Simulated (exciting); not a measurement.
Input of an exciting (release sodium) run:

The input input.xml:

```xml
<input>
  <title>Ni</title>
  <structure speciespath="./" tshift="false">
    <crystal scale="1">
      <basevect>0.000000000000 3.283536964933 3.283536964933</basevect>
      <basevect>3.283536964933 0.000000000000 3.283536964933</basevect>
      <basevect>3.283536964933 3.283536964933 0.000000000000</basevect>
    </crystal>
    <species speciesfile="Ni.xml" rmt="2">
      <atom coord="0.000000000000 0.000000000000 0.000000000000" bfcmt="0 0 -8"/>
    </species>
  </structure>
  <groundstate do="fromscratch" ngridk="13 13 13" rgkmax="8" gmaxvr="14" lmaxapw="10" lmaxmat="10" lmaxvr="8" xctype="GGA_PBE" stype="Fermi Dirac" swidth="0.00183747" nempty="20" ValenceRelativity="iora*" epsengy="1e-06" epspot="1e-06" maxscl="120" tforce="true" outputlevel="normal">
    <spin reducebf="0.5"/>
  </groundstate>
  <properties>
    <chargedensityplot>
      <plot3d>
        <box grid="13 13 13">
          <origin coord="0 0 0"/>
          <point coord="1 0 0"/>
          <point coord="0 1 0"/>
          <point coord="0 0 1"/>
        </box>
      </plot3d>
    </chargedensityplot>
    <elfplot>
      <plot3d>
        <box grid="13 13 13">
          <origin coord="0 0 0"/>
          <point coord="1 0 0"/>
          <point coord="0 1 0"/>
          <point coord="0 0 1"/>
        </box>
      </plot3d>
    </elfplot>
    <exccplot>
      <plot3d>
        <box grid="13 13 13">
          <origin coord="0 0 0"/>
          <point coord="1 0 0"/>
          <point coord="0 1 0"/>
          <point coord="0 0 1"/>
        </box>
      </plot3d>
    </exccplot>
  </properties>
</input>
```

Potentials or basis: all-electron LAPW+lo, shipped species files, valence relativity iora*.

Command:

```bash
$ OMP_NUM_THREADS=1 exciting_smp
```

Question: Predict the net moment.

Answer: 0.63 μB per cell.

Question: Predict the site moments.

Answer: Ni +0.67 μB.

Question: Estimate the band gap on the k mesh.

Answer: None (metal or under the smearing width).
